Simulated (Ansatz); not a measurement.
# Cr in Ni(111), 2x2: scattering by a point defect

How strong a scatterer is Cr in Ni(111), 2x2, and does relaxation matter?

Program: Ansatz 0.2.0. Level of theory: Ansatz plane-wave DFT, PBE, PAW files, collinear spin; ballistic transport by layer matching (Landauer), zero bias; PAW set soft_1, in the first sound run; inputs show where later runs differ. Results are calculated unless marked as measured.

## Step 1: Set-up

The cell holds 44 atoms: 43 Ni and 1 Cr. Cell: a = 4.984 Å, b = 4.984 Å, c = 22.427 Å, α = 86.8°, β = 93.2°, γ = 120.0°. It derives from Ni. Regions: lead, 24 atoms (24 Ni); scattering region, 20 atoms (19 Ni and 1 Cr). The structure is stacked along c, and the current runs across the ab planes.

## Step 2: Transmission at ideal sites

The defect sits in one plane of the supercell, all atoms on ideal sites; the layers about the cell's end are the lead. The mesh across the current, 12×12, is finer than the density's, because channels open and close sharply across the zone. Energies from -0.1 to 0.1 eV in steps of 0.05 eV are too few for the program's thermal sum, so it prints no conductance; for a metal the transmission near the Fermi level serves, at a fraction of the cost.

input.yaml

```yaml
crystal:
  lattice:
    - [4.9836885938, 0.0, 0.0]
    - [-2.4918442969, 4.3160009268, 0.0]
    - [-1.2459221485, 0.7193334878, 22.3804058349]
  atoms:
    - { symbol: Ni, position: [0.0075757576, 0.9924242424, 0.0454545455], spin: 1.0 }
    - { symbol: Ni, position: [0.0075757576, 0.4924242424, 0.0454545455], spin: 1.0 }
    - { symbol: Ni, position: [0.5075757576, 0.9924242424, 0.0454545455], spin: 1.0 }
    - { symbol: Ni, position: [0.5075757576, 0.4924242424, 0.0454545455], spin: 1.0 }
    - { symbol: Ni, position: [0.1893939394, 0.3106060606, 0.1363636364], spin: 1.0 }
    - { symbol: Ni, position: [0.1893939394, 0.8106060606, 0.1363636364], spin: 1.0 }
    - { symbol: Ni, position: [0.6893939394, 0.3106060606, 0.1363636364], spin: 1.0 }
    - { symbol: Ni, position: [0.6893939394, 0.8106060606, 0.1363636364], spin: 1.0 }
    - { symbol: Ni, position: [0.3712121212, 0.1287878788, 0.2272727273], spin: 1.0 }
    - { symbol: Ni, position: [0.3712121212, 0.6287878788, 0.2272727273], spin: 1.0 }
    - { symbol: Ni, position: [0.8712121212, 0.1287878788, 0.2272727273], spin: 1.0 }
    - { symbol: Ni, position: [0.8712121212, 0.6287878788, 0.2272727273], spin: 1.0 }
    - { symbol: Ni, position: [0.053030303, 0.946969697, 0.3181818182], spin: 1.0 }
    - { symbol: Ni, position: [0.053030303, 0.446969697, 0.3181818182], spin: 1.0 }
    - { symbol: Ni, position: [0.553030303, 0.946969697, 0.3181818182], spin: 1.0 }
    - { symbol: Ni, position: [0.553030303, 0.446969697, 0.3181818182], spin: 1.0 }
    - { symbol: Ni, position: [0.2348484848, 0.2651515152, 0.4090909091], spin: 1.0 }
    - { symbol: Ni, position: [0.2348484848, 0.7651515152, 0.4090909091], spin: 1.0 }
    - { symbol: Ni, position: [0.7348484848, 0.2651515152, 0.4090909091], spin: 1.0 }
    - { symbol: Ni, position: [0.7348484848, 0.7651515152, 0.4090909091], spin: 1.0 }
    - { symbol: Cr, position: [0.4166666667, 0.0833333333, 0.5], spin: 2.5 }
    - { symbol: Ni, position: [0.4166666667, 0.5833333333, 0.5], spin: 1.0 }
    - { symbol: Ni, position: [0.9166666667, 0.0833333333, 0.5], spin: 1.0 }
    - { symbol: Ni, position: [0.9166666667, 0.5833333333, 0.5], spin: 1.0 }
    - { symbol: Ni, position: [0.0984848485, 0.9015151515, 0.5909090909], spin: 1.0 }
    - { symbol: Ni, position: [0.0984848485, 0.4015151515, 0.5909090909], spin: 1.0 }
    - { symbol: Ni, position: [0.5984848485, 0.9015151515, 0.5909090909], spin: 1.0 }
    - { symbol: Ni, position: [0.5984848485, 0.4015151515, 0.5909090909], spin: 1.0 }
    - { symbol: Ni, position: [0.2803030303, 0.2196969697, 0.6818181818], spin: 1.0 }
    - { symbol: Ni, position: [0.2803030303, 0.7196969697, 0.6818181818], spin: 1.0 }
    - { symbol: Ni, position: [0.7803030303, 0.2196969697, 0.6818181818], spin: 1.0 }
    - { symbol: Ni, position: [0.7803030303, 0.7196969697, 0.6818181818], spin: 1.0 }
    - { symbol: Ni, position: [0.4621212121, 0.0378787879, 0.7727272727], spin: 1.0 }
    - { symbol: Ni, position: [0.4621212121, 0.5378787879, 0.7727272727], spin: 1.0 }
    - { symbol: Ni, position: [0.9621212121, 0.0378787879, 0.7727272727], spin: 1.0 }
    - { symbol: Ni, position: [0.9621212121, 0.5378787879, 0.7727272727], spin: 1.0 }
    - { symbol: Ni, position: [0.1439393939, 0.8560606061, 0.8636363636], spin: 1.0 }
    - { symbol: Ni, position: [0.1439393939, 0.3560606061, 0.8636363636], spin: 1.0 }
    - { symbol: Ni, position: [0.6439393939, 0.8560606061, 0.8636363636], spin: 1.0 }
    - { symbol: Ni, position: [0.6439393939, 0.3560606061, 0.8636363636], spin: 1.0 }
    - { symbol: Ni, position: [0.3257575758, 0.1742424242, 0.9545454545], spin: 1.0 }
    - { symbol: Ni, position: [0.3257575758, 0.6742424242, 0.9545454545], spin: 1.0 }
    - { symbol: Ni, position: [0.8257575758, 0.1742424242, 0.9545454545], spin: 1.0 }
    - { symbol: Ni, position: [0.8257575758, 0.6742424242, 0.9545454545], spin: 1.0 }
magnetization:
  spin_polarized: true
kpoints:
  mp_grid: { grid: [5, 5, 1] }
hamiltonian:
  xc: pbe
  pseudopotentials: { kind: paw, azcp: { folder: soft_1 } }
scf:
  occupations: { method: fermi_dirac, width: 0.1 }
output:
  transmission: { leads: [[0, 4]], kmesh: [12, 12], e_range: [-0.1, 0.1], de: 0.05 }
  write_potential: true
  write_density: true
  volumetric_format: npy
  elf: true
```

On the command line:

```sh
ansatz run input.yaml --threads 4 --pin off --max-ram 15360MiB --backend cpu --events-out ev --progress --plain --runs-dir out
```

Numbers of over 12 decimals in the logs are rounded to 6 here.

What it wrote:

```text
Engine: ansatz 0.2.0, aarch64-unknown-linux-gnu
Pseudopotentials: kind: paw
Pseudopotential: Ni, paw, valence charge 18, recommended cutoff 420 eV (normal), soft_1/Ni.paw.azcp
Pseudopotential: Cr, paw, valence charge 14, recommended cutoff 420 eV (normal), soft_1/Cr.paw.azcp
Functional definition: PBE
  parameter kappa = 0.804
  parameter beta = 0.066725
  exchange = pbe_x(kappa = kappa, mu = beta*pi^2/3)
  correlation = pbe_c(beta = beta)
Crystal: 44 atoms, lattice volume = 481.394 Å³
Basis set: ecut = 420 eV, 9399 PW (Γ)
Bands: 501, of which v1, the nominal top of the filled ones, is band 394 counted from 1 (393 counted from 0)
Symmetry: 4 space group operations
Space group: C2/m (ITA 12), of the structure as read, at distance tolerance 7.8e-5 Å
Magnetic group: BNS 12.58 (UNI 65), of the structure as read, at distance tolerance 7.8e-5 Å
k-points: 9 of 25
Non-local potential: Ni, projectors of the file, l = 0: 3, l = 1: 2, l = 2: 3, l = 3: 1
Non-local potential: Cr, projectors of the file, l = 0: 3, l = 1: 2, l = 2: 3, l = 3: 1
PAW form: soft (Blöchl's): semilocal exchange-correlation on the pseudo side does not see the compensation charge
PAW one-centre angular grid: Ni, 590 points (default); XC on 64 Gauss nodes
PAW one-centre angular grid: Cr, 590 points (default); XC on 64 Gauss nodes
Initial density: superposition of atomic densities (chi_scale 0.1, normalization cell)
Starting moments: Σ|m| = 45.5 μB on 44 of 44 sites
Initial wavefunctions: pseudopotential atomic-orbital guess
Functional: x = pbe(κ = 0.804, μ = 0.219515), c = pbe(β = 0.066725)
SCF iter   1: F=—  HF=-254458.956954 eV  |F-HF|=—  |Δ(HF+E_count)|=         —  Δρ=7.45e-2 (↑7.45e-2 ↓4.25e-2)  dr2=3.22e1  dr2_m=5.67e0  M=32.996 μB ∫|m|=35.124 μB  β_m=0.30  ethr=3.10e-3  ⟨swp⟩=5.0  Hψ=29690  notcnv=0  defer=384
Mixer restart at iter 1: flushing history
preconditioner: auto → Kerker (q_TF=auto, 2.962 Å⁻¹)  [metal: Δε(μ)=0.000 eV  Ē_g=8.677 eV  σ=0.100 eV  W_gap=0.00  n_scr=226 (ndim 8)  ℏωp=35.3 eV  f_vac=0.000  D(μ)=69.72/eV (n_scr^D=1064)]
spin=Collinear: Kerker preconditioning applied to the charge; magnetization (m = ρ↑ − ρ↓) channel mixes plain (no charge-response kernel on spin).
SCF iter   2: F=—  HF=-254457.294902 eV  |F-HF|=—  |Δ(HF+E_count)|=    1.66e0  Δρ=3.58e-2 (↑3.58e-2 ↓2.46e-2)  dr2=6.44e0  dr2_m=3.04e0  M=31.209 μB ∫|m|=33.626 μB  β_m=0.38  ethr=3.10e-3  ⟨swp⟩=2.7  Hψ=15584  notcnv=0  defer=1138
SCF iter   3: F=—  HF=-254472.830768 eV  |F-HF|=—  |Δ(HF+E_count)|=    1.55e1  Δρ=2.10e-2 (↑1.21e-2 ↓2.10e-2)  dr2=1.65e0  dr2_m=9.57e-1  M=30.325 μB ∫|m|=33.165 μB  β_m=0.55  ethr=8.17e-4  ⟨swp⟩=2.9  Hψ=16344  notcnv=0  defer=1139
SCF iter   4: F=—  HF=-254483.524037 eV  |F-HF|=—  |Δ(HF+E_count)|=    1.07e1  Δρ=2.48e-2 (↑8.41e-3 ↓2.48e-2)  dr2=3.11e0  dr2_m=4.49e-1  M=28.886 μB ∫|m|=32.079 μB  β_m=0.77  ethr=2.10e-4  ⟨swp⟩=2.1  Hψ=14623  notcnv=0  defer=1158
SCF iter   5: F=—  HF=-254486.992348 eV  |F-HF|=—  |Δ(HF+E_count)|=    3.47e0  Δρ=1.47e-2 (↑1.47e-2 ↓4.37e-3)  dr2=1.14e0  dr2_m=3.01e-1  M=29.037 μB ∫|m|=32.496 μB  β_m=0.66  ethr=2.10e-4  ⟨swp⟩=2.1  Hψ=16694  notcnv=0  defer=1189
SCF iter   6: F=—  HF=-254486.913722 eV  |F-HF|=—  |Δ(HF+E_count)|=   7.86e-2  Δρ=2.58e-3 (↑2.10e-3 ↓2.58e-3)  dr2=4.96e-2  dr2_m=7.15e-3  M=28.756 μB ∫|m|=32.188 μB  β_m=0.83  ethr=1.44e-4  ⟨swp⟩=2.2  Hψ=16771  notcnv=0  defer=1204
SCF iter   7: F=—  HF=-254486.929335 eV  |F-HF|=—  |Δ(HF+E_count)|=   1.56e-2  Δρ=2.96e-3 (↑1.38e-3 ↓2.96e-3)  dr2=1.32e-1  dr2_m=4.67e-3  M=28.666 μB ∫|m|=32.127 μB  β_m=0.83  ethr=6.29e-6  ⟨swp⟩=2.0  Hψ=16789  notcnv=0  defer=1204
SCF iter   8: F=—  HF=-254486.928473 eV  |F-HF|=—  |Δ(HF+E_count)|=   8.62e-4  Δρ=7.84e-4 (↑3.68e-4 ↓7.84e-4)  dr2=1.38e-2  dr2_m=5.15e-4  M=28.612 μB ∫|m|=32.088 μB  β_m=0.78  ethr=6.29e-6  ⟨swp⟩=2.0  Hψ=16509  notcnv=0  defer=1204
SCF iter   9: F=—  HF=-254486.928130 eV  |F-HF|=—  |Δ(HF+E_count)|=   3.43e-4  Δρ=3.88e-4 (↑2.33e-4 ↓3.88e-4)  dr2=2.49e-3  dr2_m=4.31e-5  M=28.608 μB ∫|m|=32.084 μB  β_m=0.64  ethr=1.75e-6  ⟨swp⟩=1.0  Hψ=9018  notcnv=0  defer=1204
[...]
Mixer restart at iter 24: flushing history
SCF iter  25: F=—  HF=-254486.928050 eV  |F-HF|=—  |Δ(HF+E_count)|=         —  Δρ=1.32e-5 (↑6.28e-6 ↓1.32e-5)  dr2=2.96e-6  dr2_m=2.47e-7  M=28.617 μB ∫|m|=32.092 μB  β_m=0.58  ethr=2.64e-10  ⟨swp⟩=3.5  Hψ=24034  notcnv=0  defer=891
SCF iter  26: F=—  HF=-254486.928051 eV  |F-HF|=—  |Δ(HF+E_count)|=   2.37e-7  Δρ=1.06e-5 (↑6.07e-6 ↓1.06e-5)  dr2=1.40e-6  dr2_m=3.73e-8  M=28.617 μB ∫|m|=32.091 μB  β_m=0.48  ethr=2.64e-10  ⟨swp⟩=2.0  Hψ=13967  notcnv=0  defer=892
SCF iter  27: F=—  HF=-254486.928051 eV  |F-HF|=—  |Δ(HF+E_count)|=   4.65e-8  Δρ=5.76e-6 (↑1.79e-6 ↓5.76e-6)  dr2=1.01e-6  dr2_m=4.26e-8  M=28.617 μB ∫|m|=32.092 μB  β_m=0.57  ethr=1.78e-10  ⟨swp⟩=2.1  Hψ=11492  notcnv=0  defer=892
SCF iter  28: F=—  HF=-254486.928051 eV  |F-HF|=—  |Δ(HF+E_count)|=   3.06e-8  Δρ=6.09e-6 (↑6.09e-6 ↓2.93e-6)  dr2=9.69e-8  dr2_m=7.24e-8  M=28.617 μB ∫|m|=32.092 μB  β_m=0.46  ethr=1.28e-10  ⟨swp⟩=2.0  Hψ=11180  notcnv=0  defer=892
SCF iter  29: F=—  HF=-254486.928051 eV  |F-HF|=—  |Δ(HF+E_count)|=   1.37e-8  Δρ=3.61e-6 (↑3.61e-6 ↓1.64e-6)  dr2=5.25e-8  dr2_m=2.27e-8  M=28.617 μB ∫|m|=32.092 μB  β_m=0.73  ethr=1.23e-11  ⟨swp⟩=2.0  Hψ=15286  notcnv=0  defer=892
SCF iter  30: F=—  HF=-254486.928051 eV  |F-HF|=—  |Δ(HF+E_count)|=   2.03e-8  Δρ=2.58e-6 (↑1.69e-6 ↓2.58e-6)  dr2=7.73e-8  dr2_m=4.36e-9  M=28.617 μB ∫|m|=32.092 μB  β_m=0.56  ethr=6.67e-12  ⟨swp⟩=2.0  Hψ=15715  notcnv=0  defer=892
SCF iter  31: F=—  HF=-254486.928051 eV  |F-HF|=—  |Δ(HF+E_count)|=   3.78e-9  Δρ=2.80e-6 (↑9.64e-7 ↓2.80e-6)  dr2=4.52e-7  dr2_m=6.41e-9  M=28.617 μB ∫|m|=32.092 μB  β_m=0.71  ethr=6.67e-12  ⟨swp⟩=2.0  Hψ=15788  notcnv=0  defer=892
SCF iter  32: F=—  HF=-254486.928051 eV  |F-HF|=—  |Δ(HF+E_count)|=   1.34e-9  Δρ=3.87e-6 (↑9.59e-7 ↓3.87e-6)  dr2=7.94e-7  dr2_m=1.10e-8  M=28.617 μB ∫|m|=32.092 μB  β_m=0.54  ethr=6.67e-12  ⟨swp⟩=1.0  Hψ=9018  notcnv=0  defer=892  recentre
SCF iter  33: F=-254486.928051 eV  HF=-254486.928051 eV  |F-HF|=7.46e-8  |Δ(HF+E_count)|=   2.24e-9  Δρ=1.39e-6 (↑2.98e-7 ↓1.39e-6)  dr2=7.53e-8  dr2_m=1.43e-9  M=28.617 μB ∫|m|=32.092 μB  ethr=6.67e-12  ⟨swp⟩=7.4  Hψ=35664  notcnv=0
SCF 1 converged in 33 iterations: F = -254486.928051 eV  dr2 = 7.53e-8
  greatest PAW one-centre occupation: 1.001 electrons in one spin orbital (limit 2), on the Ni atom at site 25 (counted from 0), in its partial waves of l = 1
transmission: 254 of 2494 steps passed
transmission: 502 of 2494 steps passed
[...]
transmission: 2494 of 2494 steps passed
SCF converged after 33 iterations
Magnetization: 28.6170 μB (408.3085 up, 379.6915 down)
Absolute magnetization: 32.1295 μB (∫|ρ↑−ρ↓|, with the PAW one-centre terms)
Spin contamination: 0.3927 ħ² per cell (⟨S²⟩ above its minimum at these occupations)
Per-site moments (μB) at R_I (Å): [(0.707987, 1.027886), (0.703909, 1.027886), (0.702772, 1.027886), (0.707987, 1.027886), (0.704069, 1.027886), (0.705921, 1.027886), (0.705921, 1.027886), (0.711066, 1.027886), (0.714746, 1.027886), (0.702394, 1.027886), (0.702394, 1.027886), (0.704477, 1.027886), (0.692668, 1.027886), (0.658565, 1.027886), (0.695657, 1.027886), (0.692668, 1.027886), (0.517739, 1.027886), (0.518760,  [...]
Free energy (F): -254486.928051 eV
Harris-Foulkes:  -254486.928051 eV  (|F-HF|=7.46e-8)
Internal energy: -254484.611466 eV  (E = F + TS)
E sigma→0 (E₀):  -254485.769758 eV
Entropy (-TS):   -2.316584 eV (-52.650 meV/atom)
Fermi energy:    17.887888 eV
--- Per-component energies (eV) ---
  E_band       = -12605.889564
  E_kinetic    = 14885.157451
  E_local      = -119495.351255  (includes V_loc(G=0)·N_el)
  E_nonlocal   = -5012.934164
  E_hartree    = 64702.827171
  E_xc         = -4968.185999
  E_vxc        = -6408.085330  (∫ρ·V_xc dr)
  E_paw        = -72433.645927  (= ΣΔE_a)
  E_vpaw       = -25980.379212  (= ΣTr[D̂ρ^β])
  E_aug_tail   = 0.048764  (compensation charges beyond the density's cutoff)
  E_ewald      = -132162.527507
  E_smearing   = -2.316584  (= −TS)
  E_closure    = 0.000000  (closes the sum)
  Σ components = -254486.928051   (vs F -254486.928051, Δ=0.00e0)
--- Band table (eV; the first three rows and the last of 18) ---
  k-point 0 ↑: bands = [... 390 lower, 17.3482, 17.3623, 17.3661, 17.3676, 17.3790, 17.3885, 17.3900, 17.3913, ... 103 higher]
  k-point 1 ↑: bands = [... 390 lower, 17.2901, 17.2996, 17.3062, 17.3189, 17.3418, 17.3551, 17.3590, 17.3889, ... 103 higher]
  k-point 2 ↑: bands = [... 390 lower, 17.2680, 17.2761, 17.2808, 17.2966, 17.2990, 17.3175, 17.3295, 17.3333, ... 103 higher]
  k-point 8 ↓: bands = [... 390 lower, 18.0518, 18.0648, 18.0730, 18.0842, 18.1036, 18.1091, 18.1167, 18.1529, ... 103 higher]
--- Transmission ---
  basis      : 199 plane waves across, 29 finite elements along
  points     : 43, standing for a mesh of 12 x 12
  energies   : 5 from -0.100000 to 0.100000 eV about the Fermi level, 0.050000 eV apart; the leads are filled to 0.000000 eV, and channels, transmission and decay are at 0.000000 eV
  crystal 0  : Ni4, at the sites [0, 4], period 2.0346 Å, over 20.35 Å; its Hamiltonian steps by up to 2.4 meV
    offset         : up to 0.0000 Å between an atom of the period and one for which it stands
    channels       : 2.604167e0 up, 6.930556e0 down
    conductance    : none, the energies end too early or step too widely for 300 K: set another output.transmission.e_range or a lower de, or, where they end at an eighth of basis.ecutwfc, a higher one
  junction   : crystal 0 to crystal 0, 0.69 to 21.04 Å
    transmission   : 1.265755e0 up, 4.259948e0 down
    conductance    : none, the energies end too early or step too widely for 300 K: set another output.transmission.e_range or a lower de, or, where they end at an eighth of basis.ecutwfc, a higher one
```

It took 17 min on 4 threads of Arm Neoverse V1, shared host; peak memory 7.4 GiB; 63 min of CPU time.

Reading the cycles: dr2 is the Hartree energy of the density residual (eV), the measure of convergence; HF is the Harris–Foulkes estimate of the energy, which meets the free energy F at convergence.

Numbers from this step:

```yaml
free_energy: -254486.9281 eV
energy_at_zero_smearing: -254485.7698 eV
fermi_energy: 17.89 eV
magnetization: 28.62 μB
absolute_magnetization: 32.13 μB
cell_area: 21.51 Å²
transmission_spin_up: 1.266
transmission_spin_down: 4.260
open_channels_spin_up: 2.604
open_channels_spin_down: 6.931
step_of_the_lead_s_potential: 2.4 meV
```

Per spin. Table of transmission, zone mean by energy, zero at the Fermi level:

```
energy (eV)  T up  T down
    -0.1000  1.19    4.19
    -0.0500  1.22    4.23
     0.0000  1.27    4.26
     0.0500  1.31    4.22
     0.1000  1.56    4.05
```

Per spin. The open channels, zone mean by energy, zero at the Fermi level:

```
energy (eV)  lead up  lead down
    -0.1000     2.44       6.56
    -0.0500     2.52       6.49
     0.0000     2.60       6.93
     0.0500     2.60       6.86
     0.1000     2.66       7.16
```

Transmission over k1 and k2. At 0.0000 eV from the Fermi level, spin up.

Values, 12 rows by 12 columns:
```
0.69 0.73 0.77 1.56 1.56 0.77 0.72 0.69 1.63 1.68 1.68 1.63
1.59 0.77 0.79 1.03 1.43 1.03 0.79 0.77 1.59 1.68 1.65 1.68
1.53 1.56 1.03 0.93 1.26 1.27 0.93 1.02 1.55 1.52 1.68 1.68
1.59 1.56 1.43 1.26 1.00 1.60 1.00 1.27 1.43 1.55 1.59 1.63
0.70 0.77 1.03 1.27 1.60 2.49 2.49 1.61 1.27 1.02 0.77 0.69
0.73 0.72 0.79 0.93 1.00 2.49 1.10 2.49 1.00 0.93 0.79 0.72
0.70 0.69 0.77 1.02 1.27 1.61 2.49 2.49 1.60 1.27 1.03 0.77
1.59 1.63 1.59 1.55 1.43 1.27 1.00 1.60 1.00 1.26 1.43 1.56
1.53 1.68 1.68 1.52 1.55 1.02 0.93 1.27 1.26 0.93 1.03 1.56
1.59 1.68 1.65 1.68 1.59 0.77 0.79 1.03 1.43 1.03 0.79 0.77
0.69 1.63 1.68 1.68 1.63 0.69 0.72 0.77 1.56 1.56 0.77 0.73
0.73 0.69 1.59 1.53 1.59 0.70 0.73 0.70 1.59 1.53 1.59 0.69
```
Columns: k1 (b1) from -0.5 to 0.417; rows upwards: k2 (b2) from -0.5 to 0.417.

Open channels over k1 and k2. At 0.0000 eV from the Fermi level, spin up.

Values, 12 rows by 12 columns:
```
2.00 2.00 2.00 3.00 3.00 2.00 2.00 2.00 3.00 3.00 3.00 3.00
3.00 2.00 2.00 2.00 3.00 2.00 2.00 2.00 3.00 3.00 3.00 3.00
3.00 3.00 2.00 2.00 3.00 3.00 2.00 2.00 3.00 3.00 3.00 3.00
3.00 3.00 3.00 3.00 2.00 3.00 2.00 3.00 3.00 3.00 3.00 3.00
2.00 2.00 2.00 3.00 3.00 4.00 4.00 3.00 3.00 2.00 2.00 2.00
2.00 2.00 2.00 2.00 2.00 4.00 3.00 4.00 2.00 2.00 2.00 2.00
2.00 2.00 2.00 2.00 3.00 3.00 4.00 4.00 3.00 3.00 2.00 2.00
3.00 3.00 3.00 3.00 3.00 3.00 2.00 3.00 2.00 3.00 3.00 3.00
3.00 3.00 3.00 3.00 3.00 2.00 2.00 3.00 3.00 2.00 2.00 3.00
3.00 3.00 3.00 3.00 3.00 2.00 2.00 2.00 3.00 2.00 2.00 2.00
2.00 3.00 3.00 3.00 3.00 2.00 2.00 2.00 3.00 3.00 2.00 2.00
2.00 2.00 3.00 3.00 3.00 2.00 2.00 2.00 3.00 3.00 3.00 2.00
```
Columns: k1 (b1) from -0.5 to 0.417; rows upwards: k2 (b2) from -0.5 to 0.417.

Transmission over k1 and k2. At 0.0000 eV from the Fermi level, spin down.

Ten even steps from '_' (3.11) to '@' (5.61):
```
----==----------::@@@@::
--==--==::==--==--@@@@@@
@@--==--------==--@@@@@@
----::--__==__--::----::
----==--==####==--====--
--------__##%%##__------
----====--==####==--==--
--::----::--__==__--::--
@@@@@@@@--==--------==--
--@@@@@@--==--==::==--==
--::@@@@::----------==--
------@@----------@@----
```
Columns: k1 (b1) from -0.5 to 0.417; rows upwards: k2 (b2) from -0.5 to 0.417.

Open channels over k1 and k2. At 0.0000 eV from the Fermi level, spin down.

Values, 12 rows by 12 columns:
```
 6.0  6.0  6.0  8.0  8.0  6.0  6.0  6.0  6.0  9.0  9.0  6.0
 6.0  6.0  6.0  7.0  8.0  7.0  6.0  6.0  6.0  9.0  9.0  9.0
10.0  8.0  7.0  6.0  7.0  7.0  6.0  7.0  8.0 10.0  9.0  9.0
 6.0  8.0  8.0  7.0  4.0  7.0  4.0  7.0  8.0  8.0  6.0  6.0
 6.0  6.0  7.0  7.0  7.0  8.0  8.0  7.0  7.0  7.0  6.0  6.0
 6.0  6.0  6.0  6.0  4.0  8.0  8.0  8.0  4.0  6.0  6.0  6.0
 6.0  6.0  6.0  7.0  7.0  7.0  8.0  8.0  7.0  7.0  7.0  6.0
 6.0  6.0  6.0  8.0  8.0  7.0  4.0  7.0  4.0  7.0  8.0  8.0
10.0  9.0  9.0 10.0  8.0  7.0  6.0  7.0  7.0  6.0  7.0  8.0
 6.0  9.0  9.0  9.0  6.0  6.0  6.0  7.0  8.0  7.0  6.0  6.0
 6.0  6.0  9.0  9.0  6.0  6.0  6.0  6.0  8.0  8.0  6.0  6.0
 6.0  6.0  6.0 10.0  6.0  6.0  6.0  6.0  6.0 10.0  6.0  6.0
```
Columns: k1 (b1) from -0.5 to 0.417; rows upwards: k2 (b2) from -0.5 to 0.417.

Spin density in the ca plane at fractional y = 0.038, with atoms of Ni and Cr within 0.2 Å of it.

Ten even steps from '0' (0.0 e/Å³) to '9' (2.3 e/Å³), each cell a mean:
```
00000000000000000000012100000000000000393000
00000210000000000000013100000000000000020000
00000210000000000000000000000000000000000000
00000000000000000000000000000000000000000000
00000000001200000000000000000000000000000000
00000000001100000000000000000000000000021000
00000000000000000000024200000000000000393000
00000100000000000000148510000000000000252000
00000210000000000000035300000000000000000000
00000100000000000000011000000000000000000000
00000000000100000000000000000000000000000000
00000000001200000000000000000000000000000000
00000000000100000000000000000000000000252000
```
Columns run along c (16.0 Å, from fractional 0.14 to 0.86 of the cell), rows up along a (5.0 Å). Atoms in or near the plane, at fractional coordinates: Cr at (0.50, 0.42), Ni at (0.50, 0.92), Ni at (0.77, 0.46), Ni at (0.77, 0.96).

(Continued in part 2 of 3.)

[Logs are printed without paths, hosts, clocks, repeated set-up lines and the standing remarks that a program may print on its own settings, such as how far it seeks lower states.]

[Hosts, paths, dates, database ids (printed as entryN), source tags and the programs' standing remarks are cut or masked in the printed files.]
